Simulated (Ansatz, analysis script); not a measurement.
# Magnetovolume effects in a free-standing triangular Ru monolayer, spacing 2.603 Å, part 2 of 2

Wanted: energy and moment of a free-standing triangular Ru monolayer, spacing 2.603 Å against in-plane size, with typed moments, small moments and no spin.

Ansatz 0.2.0; PBE, PAW set soft_1.

So far, largest spin moment in the atom's sphere (μB): step 2 (two spin channels first) 0.971; step 4 (factor 0.8, typed moments) 0.319; step 5 (factor 0.8, starting moments cut to 30 %) 0.319; step 6 (factor 0.94, typed moments) 0.727.

### 7. Factor 1.07, typed moments

Level of this step: Ansatz DFT, collinear, cell scaled along its periodic directions; PBE, PAW set soft_1; PAW set soft_1 (Ansatz).

input.yaml

```yaml
crystal:
  lattice:
    - [2.69256414, 0.0, 0.0]
    - [-1.34628207, 2.33182881, 0.0]
    - [0.0, 0.0, 14.0]
  atoms:
    - { symbol: Ru, position: [0.0, 0.0, 0.5], spin: 1.5 }
magnetization:
  spin_polarized: true
kpoints:
  mp_grid: { grid: [26, 26, 1] }
hamiltonian:
  xc: pbe
  pseudopotentials: { kind: paw, azcp: { folder: soft_1 } }
scf:
  occupations: { method: fermi_dirac, width: 0.05 }
  max_iter: 120
  convergence: { dr2_threshold: 1.0e-08 }
  lower_state_search: "off"
basis:
  ecutwfc: 420.0
output:
  stress: true
```

Launch:

```bash
$ ansatz run input.yaml --threads 1 --pin off --max-ram 2560MiB --backend cpu --events-out ev --progress --plain --runs-dir out
```

Numbers of over 12 decimals in the logs are rounded to 6 here.

The program printed:

```text
[...]
Crystal: 1 atoms, lattice volume = 87.900 Å³
Basis set: ecut = 420 eV, 1733 PW (Γ)
Bands: 13, of which v1, the nominal top of the filled ones, is band 8 counted from 1 (7 counted from 0)
Symmetry: 24 space group operations
[...]
k-points: 70 of 676
[...]
Internal energy: -5876.324546 eV  (E = F + TS)
E sigma→0 (E₀):  -5876.332450 eV
Entropy (-TS):   -0.015808 eV (-15.808 meV/atom)
Fermi energy:    -0.853996 eV
[...]
--- Stress (GPa, compression-positive) ---
       -5.176722       0.000000       0.000000
        0.000000      -5.176722       0.000000
        0.000000       0.000000      -0.001044
  P = ⅓ Tr σ = -3.4515 GPa (-34.515 kbar)
[key lines of the parts left out:]
SCF converged after 13 iterations
Magnetization: 1.6796 μB (8.8398 up, 7.1602 down)
Free energy (F): -5876.340354 eV
```

It took 7.4 s on 1 thread of Arm Neoverse V2, shared host; peak memory 0.38 GiB.

It ends ferromagnetic, with 1.43 μB on the largest site.

Between step 4 and this run (scale 1.07) the value for the largest spin moment in the atom's sphere moves from 0.319 μB to 1.43 μB (+348 %).

### 8. Factor 1.25, typed moments

Edit input.yaml of step 7 so:

```diff
@@ -2,4 +2,4 @@
   lattice:
-    - [2.69256414, 0.0, 0.0]
-    - [-1.34628207, 2.33182881, 0.0]
+    - [2.91024247, 0.0, 0.0]
+    - [-1.45512124, 2.52034377, 0.0]
     - [0.0, 0.0, 14.0]
```

The program printed:

```text
[...]
Crystal: 1 atoms, lattice volume = 102.687 Å³
Basis set: ecut = 420 eV, 2015 PW (Γ)
Bands: 13, of which v1, the nominal top of the filled ones, is band 8 counted from 1 (7 counted from 0)
Symmetry: 24 space group operations
[...]
k-points: 70 of 676
[...]
Internal energy: -5875.731089 eV  (E = F + TS)
E sigma→0 (E₀):  -5875.738653 eV
Entropy (-TS):   -0.015128 eV (-15.128 meV/atom)
Fermi energy:    -1.147109 eV
[...]
--- Stress (GPa, compression-positive) ---
       -7.355244       0.000000       0.000000
        0.000000      -7.355244       0.000000
        0.000000       0.000000      -0.000724
  P = ⅓ Tr σ = -4.9037 GPa (-49.037 kbar)
[key lines of the parts left out:]
SCF converged after 12 iterations
Magnetization: 2.2438 μB (9.1219 up, 6.8781 down)
Free energy (F): -5875.746217 eV
```

Run time: 8.7 s. Hardware: 1 thread; peak memory 0.41 GiB.

It ends ferromagnetic, with 2.00 μB on the largest site.

For the largest spin moment in the atom's sphere, step 4 gave 0.319 μB; this run, with scale 1.25, gives 2.00 μB (+529 %).

### 9. Factor 1.36, no spin

input.yaml, the sections that differ from step 8:

```yaml
crystal:
  lattice:
    - [3.03559356, 0.0, 0.0]
    - [-1.51779678, 2.62890099, 0.0]
    - [0.0, 0.0, 14.0]
  atoms:
    - { symbol: Ru, position: [0.0, 0.0, 0.5] }
scf:
  occupations: { method: fermi_dirac, width: 0.05 }
  max_iter: 120
  convergence: { dr2_threshold: 1.0e-08 }
# kpoints, hamiltonian, basis, output: as in step 8
# magnetization: removed
```

The program printed:

```text
[...]
Crystal: 1 atoms, lattice volume = 111.724 Å³
Basis set: ecut = 420 eV, 2147 PW (Γ)
Bands: 12, of which v1, the nominal top of the filled ones, is band 8 counted from 1 (7 counted from 0)
Symmetry: 24 space group operations
[...]
k-points: 70 of 676
[...]
SCF iter   1: F=—  HF=-5875.155932 eV  |F-HF|=—  |Δ(HF+E_count)|=         —  Δρ=3.18e-2  dr2=1.43e0  ethr=3.10e-3  ⟨swp⟩=5.6  Hψ=4772  notcnv=0
[...]
SCF iter   9: F=-5874.848994 eV  HF=-5874.848994 eV  |F-HF|=4.07e-10  |Δ(HF+E_count)|=   5.01e-8  Δρ=1.71e-6  dr2=1.80e-9  ethr=6.25e-11  ⟨swp⟩=5.0  Hψ=3122  notcnv=0
SCF 1 converged in 9 iterations: F = -5874.848994 eV  dr2 = 1.80e-9
[...]
SCF converged after 9 iterations
Free energy (F): -5874.848994 eV
[...]
Internal energy: -5874.789245 eV  (E = F + TS)
E sigma→0 (E₀):  -5874.819120 eV
Entropy (-TS):   -0.059749 eV (-59.749 meV/atom)
Fermi energy:    -1.954300 eV
[...]
--- Stress (GPa, compression-positive) ---
       -9.375941       0.000000       0.000000
        0.000000      -9.375941       0.000000
        0.000000       0.000000      -0.000485
  P = ⅓ Tr σ = -6.2508 GPa (-62.508 kbar)
```

The job ended after 3.9 s (1 thread; peak memory 0.36 GiB).

This is the reference without moments at this size.

The other 18 runs of this kind were made alike; their results stand in the table below.

### 10. Another try

A test of how the program answers to a changed input.

input.yaml, the sections that differ from step 9:

```yaml
crystal:
  lattice:
    - [2.32819398, 0.0, 0.0]
    - [-1.16409699, 2.01627502, 0.0]
    - [0.0, 0.0, 14.0]
  atoms:
    - { symbol: Ru, position: [0.0, 0.0, 0.5], spin: 1.5 }
magnetization:
  spin_polarized: true
scf:
  occupations: { method: fermi_dirac, width: 0.05 }
  max_iter: 120
  convergence: { dr2_threshold: 1.0e-08 }
  lower_state_search: "off"
accuracy: many
# kpoints, hamiltonian, basis, output: as in step 9
```

Launch:

```bash
$ ansatz run input.yaml --threads 2 --pin off --max-ram 5120MiB --backend cpu --events-out ev --progress --plain --runs-dir out
```

The program printed:

```text
Error: YAML parse error: error: line 24 column 1: unknown variant `many`, expected one of low, medium, high
  --> <input>:24:1
   |
22 | output:
23 |   stress: true
24 | accuracy: many
   | ^ unknown variant `many`, expected one of low, medium, high
```

It took 0.02 s on 2 threads; peak memory 0.023 GiB.

The program refused the input before any cycle.

The program's message: “Error: YAML parse error: error: line 24 column 1: unknown variant `many`, expected one of low, medium, high”

The change that led to it: accuracy = "many".

### 11. Analysis

```csv
factor,E typed (meV/atom),E small,E no spin,"largest moment, typed (μB)",small,"state, typed","state, small"
0.8,703.2,703.2,710.6,0.32,0.32,ferromagnetic,ferromagnetic
0.87,164.6,164.6,190.8,0.48,0.48,ferromagnetic,ferromagnetic
0.94,0.0,0.0,50.0,0.73,0.73,ferromagnetic,ferromagnetic
1,32.7,32.7,115.6,1.05,1.05,ferromagnetic,ferromagnetic
1.07,181.3,181.3,323.1,1.43,1.43,ferromagnetic,ferromagnetic
1.15,417.8,417.8,656.5,1.81,1.81,ferromagnetic,ferromagnetic
1.25,775.4,775.4,1134.9,2.00,2.00,ferromagnetic,ferromagnetic
1.36,1195.2,1195.2,1672.7,2.21,2.21,ferromagnetic,ferromagnetic
```

### 12. Summary of results

```yaml
lowest_run: factor 0.94, typed moments
largest_moment_typed_start: 0.319 μB at 0.8 to 2.21 μB at 1.36
gain_by_magnetism: 7.4 to 477.5 meV/atom
```

In words: From a factor of 0.8 to 1.36 the largest moment goes from 0.32 to 2.21 μB. The moment grows with the cell, as narrower bands favour. Site moments are taken in spheres that grow with the cell. Both magnetic starts, which share one pattern of signs, end on one state at every size; other orders were not tried. The cell's shape and the atoms were not relaxed. The 24 scaled-cell runs took 3 min of wall time, added up.

[Logs and program files are shortened in this print: banners, set-up blocks, solver, clock and traceback lines can be left out without a mark of their own.]

[Logs are printed without paths, hosts, clocks, repeated set-up lines and the standing remarks that a program may print on its own settings, such as how far it seeks lower states.]

[Hosts, paths, dates, database ids (printed as entryN), source tags and the programs' standing remarks are cut or masked in the printed files.]

[Where the input sets lower_state_search to off, the program did not look for lower states, so one may exist.]
